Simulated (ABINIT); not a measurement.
# Cr (Im-3m) in ABINIT: settings compared

The runs below take Cr through equation of state, with LDA, PBEsol.

Program: ABINIT 10.8.3 (patched build). These are calculated values, not measurements. Logs are shortened: lines on timing, memory, paths and dates and some standing lists are left out, and cuts for length are marked. The log counts tension as positive stress, the text compression.

## (1) The structure

Symmetry: Im-3m, No. 229, cubic system. The conventional cell has a = 2.969 Å, b = 2.969 Å, c = 2.969 Å, α = 90.00°, β = 90.00°, γ = 90.00°. Cr (site symmetry m-3m) is surrounded by 8 Cr at 2.57 Å.

## (2) Equation of state, LDA, collinear spin, ferromagnetic start

File run.abi:

```
# Datasets: one volume each
ndtset 7
getwfk -1
scalecart1 3*0.9795861087
scalecart2 3*0.9864848297
scalecart3 3*0.9932883884
scalecart4 3*1.0000000000
scalecart5 3*1.0066227096
scalecart6 3*1.0131594038
scalecart7 3*1.0196128224

# Pseudopotentials
pp_dirpath "./"
pseudos "Cr.LDA_PW-JTH.xml"

# Structure
acell 3*1.0
rprim
    -2.8052033365     2.8052033365     2.8052033365
     2.8052033365    -2.8052033365     2.8052033365
     2.8052033365     2.8052033365    -2.8052033365
ntypat 1
znucl 24
natom 1
typat 1
xred
     0.0000000000     0.0000000000     0.0000000000

# Plane-wave basis
ecut 23.0
pawecutdg 45.0

# k points
kptopt 1
ngkpt 12 12 12
nshiftk 1
shiftk 0.0 0.0 0.0

# Exchange and correlation
ixc 7

# Bands and occupations
nband 12
occopt 3
tsmear 0.00183747

# Spin
nsppol 2
spinat
     0.0000000000     0.0000000000     3.0000000000

# SCF cycle
nstep 100
tolvrs 1.0e-9

# Output
iomode 3
prtwf 1
prtden 0
prteig 0
prtebands 0
```

Potentials or basis: JTH PAW LDA v2.0.

Run with:

```sh
$ abinit run.abi > log 2>&1
```

run.abo:

```text
.Version 10.8.3 of ABINIT
 DATASET    1 : space group Im -3 m (#229); Bravais cI (body-center cubic)
================================================================================
 Values of the parameters that define the memory need for DATASET  1.
     intxc =       0    ionmov =       0      iscf =      17    lmnmax =      18
     lnmax =       6     mgfft =      24  mpssoang =       3    mqgrid =    3001
     natom =       1  nloc_mem =       2    nspden =       2   nspinor =       1
    nsppol =       2      nsym =      48    n1xccc =       1    ntypat =       1
    occopt =       3   xclevel =       1
       mpw =         456          nfft =       13824          nkpt =          72
 PAW method is used; the additional fine FFT grid is defined by:
   mgfftf=        30    nfftf =     27000
================================================================================
================================================================================
[... 71 lines left out ...]
 DATASET    7 : space group Im -3 m (#229); Bravais cI (body-center cubic)
================================================================================
 Values of the parameters that define the memory need for DATASET  7.
     intxc =       0    ionmov =       0      iscf =      17    lmnmax =      18
     lnmax =       6     mgfft =      24  mpssoang =       3    mqgrid =    3001
     natom =       1  nloc_mem =       2    nspden =       2   nspinor =       1
    nsppol =       2      nsym =      48    n1xccc =       1    ntypat =       1
    occopt =       3   xclevel =       1
       mpw =         504          nfft =       13824          nkpt =          72
 PAW method is used; the additional fine FFT grid is defined by:
   mgfftf=        30    nfftf =     27000
================================================================================
================================================================================

--------------------------------------------------------------------------------
------------- Echo of variables that govern the present computation ------------
--------------------------------------------------------------------------------
 -outvars: echo values of preprocessed input variables --------
            acell      1.0000000000E+00  1.0000000000E+00  1.0000000000E+00 Bohr
              amu      5.19961000E+01
             ecut      2.30000000E+01 Hartree
           getwfk          -1
                       outvar_i_n : Printing only first  50 k-points.
              ixc           7
           jdtset        1    2    3    4    5    6    7
                       outvar_i_n : Printing only first  50 k-points.
         kptrlatt       12    0    0      0   12    0      0    0   12
          kptrlen1     5.71148234E+01
          kptrlen2     5.75170537E+01
          kptrlen3     5.79137356E+01
          kptrlen4     5.83050565E+01
          kptrlen5     5.86911939E+01
          kptrlen6     5.90723162E+01
          kptrlen7     5.94485832E+01
            natom           1
            nband          12
[... 141 lines left out ...]
            typat      1
           useylm           1
                       outvars : Printing only first  50 k-points.
            znucl       24.00000

================================================================================

 chkinp: Checking input parameters for consistency, jdtset=   1.

 chkinp: Checking input parameters for consistency, jdtset=   2.
[... 46 lines left out ...]
 getcut: wavevector=  0.0000  0.0000  0.0000  ngfft=  30  30  30
         ecut(hartree)=     45.000   => boxcut(ratio)=   2.08729

--- Pseudopotential description ------------------------------------------------
- pspini: atom type   1  psp file is ./Cr.LDA_PW-JTH.xml
 Pseudopotential format is: paw10
 basis_size (lnmax)=  6 (lmn_size= 18), orbitals=   0   0   1   1   2   2
 Spheres core radius: rc_sph= 2.10817612
 Shapefunction is SIN type: shapef(r)=[sin(pi*r/rshp)/(pi*r/rshp)]**2
 Radius for shape functions =  1.80035846
 Compensation charge density is not taken into account in XC energy/potential

   3.72665321E+02                                ecore*ucvol(ha*bohr**3)
--------------------------------------------------------------------------------

================================================================================

--- !BeginCycle
iteration_state: {dtset: 1, }
solver: {iscf: 17, nstep: 100, nline: 4, wfoptalg: 10, }
tolerances: {tolvrs: 1.00E-09, }
...
[... 1363 lines left out ...]
-Cartesian components of stress tensor (GPa)         [Pressure= -4.2081E+01 GPa]
- sigma(1 1)=  4.20808361E+01  sigma(3 2)=  0.00000000E+00
- sigma(2 2)=  4.20808361E+01  sigma(3 1)=  0.00000000E+00
- sigma(3 3)=  4.20808361E+01  sigma(2 1)=  0.00000000E+00

== END DATASET(S) ==============================================================
================================================================================

 -outvars: echo values of variables after computation  --------
            acell      1.0000000000E+00  1.0000000000E+00  1.0000000000E+00 Bohr
           etotal1    -8.7518270432E+01
           etotal2    -8.7516561074E+01
           etotal3    -8.7514663062E+01
           etotal4    -8.7512595518E+01
           etotal5    -8.7510384350E+01
           etotal6    -8.7508045677E+01
           etotal7    -8.7505594954E+01
            fcart1    -0.0000000000E+00 -0.0000000000E+00 -0.0000000000E+00
            fcart2    -0.0000000000E+00 -0.0000000000E+00 -0.0000000000E+00
            fcart3    -0.0000000000E+00 -0.0000000000E+00 -0.0000000000E+00
            fcart4    -0.0000000000E+00 -0.0000000000E+00 -0.0000000000E+00
            fcart5    -0.0000000000E+00 -0.0000000000E+00 -0.0000000000E+00
            fcart6    -0.0000000000E+00 -0.0000000000E+00 -0.0000000000E+00
            fcart7    -0.0000000000E+00 -0.0000000000E+00 -0.0000000000E+00
            rprim1    -2.7479382205E+00  2.7479382205E+00  2.7479382205E+00
                       2.7479382205E+00 -2.7479382205E+00  2.7479382205E+00
                       2.7479382205E+00  2.7479382205E+00 -2.7479382205E+00
[... 17 lines left out ...]
                       2.8602212913E+00  2.8602212913E+00 -2.8602212913E+00
           strten1     9.2697495689E-04  9.2697495689E-04  9.2697495689E-04
                       0.0000000000E+00  0.0000000000E+00  0.0000000000E+00
           strten2     1.0404932116E-03  1.0404932116E-03  1.0404932116E-03
                       0.0000000000E+00  0.0000000000E+00  0.0000000000E+00
           strten3     1.1408274291E-03  1.1408274291E-03  1.1408274291E-03
                       0.0000000000E+00  0.0000000000E+00  0.0000000000E+00
           strten4     1.2291363191E-03  1.2291363191E-03  1.2291363191E-03
                       0.0000000000E+00  0.0000000000E+00  0.0000000000E+00
           strten5     1.3054704504E-03  1.3054704504E-03  1.3054704504E-03
                       0.0000000000E+00  0.0000000000E+00  0.0000000000E+00
           strten6     1.3723415113E-03  1.3723415113E-03  1.3723415113E-03
                       0.0000000000E+00  0.0000000000E+00  0.0000000000E+00
           strten7     1.4302985487E-03  1.4302985487E-03  1.4302985487E-03
                       0.0000000000E+00  0.0000000000E+00  0.0000000000E+00
 Calculation completed.
```

Wall time 2.8 min (1 thread of Arm Neoverse V2, shared host); peak memory 0.12 GiB.

What came out:

```yaml
Equilibrium_volume: outside the volumes run
```

Energy against volume, from the lowest point:
```tsv
volume (Å³/atom)	energy (meV/atom)
12.299	0.00
12.561	46.51
12.823	98.16
13.084	154.42
13.346	214.59
13.608	278.23
13.870	344.92
```

## (3) Equation of state, PBEsol, collinear spin, ferromagnetic start

Edit run.abi of step 2 so:

```diff
@@ -13,3 +13,3 @@
 pp_dirpath "./"
-pseudos "Cr.LDA_PW-JTH.xml"
+pseudos "Cr.GGA_PBE-JTH.xml"
 
@@ -31,2 +31,3 @@
 pawecutdg 45.0
+pawxcdev 0
 
@@ -39,3 +40,3 @@
 # Exchange and correlation
-ixc 7
+ixc -116133
```

Potentials or basis: JTH PAW PBE v2.0.

Run with:

```sh
$ abinit run.abi > log 2>&1
```

It took 4.5 min on 1 thread of Arm Neoverse V2, shared host; peak memory 0.16 GiB.

The run converged. Its results:

```yaml
Equilibrium_volume: "11.10 Å³/atom (rough: see the caveat)"
Bulk_modulus: 275 GPa (rough)
```

Energy against volume, from the lowest point:
```csv
volume (Å³/atom),energy (meV/atom)
12.299,0.00
12.561,39.86
12.823,84.92
13.084,134.68
13.346,188.44
13.608,245.78
13.870,306.27
```

Caveat: pressures at fixed basis lie under the slope of the energies; the minimum lies outside the volumes run; the PAW data sets were made with another functional, which shifts forces and pressure a little.
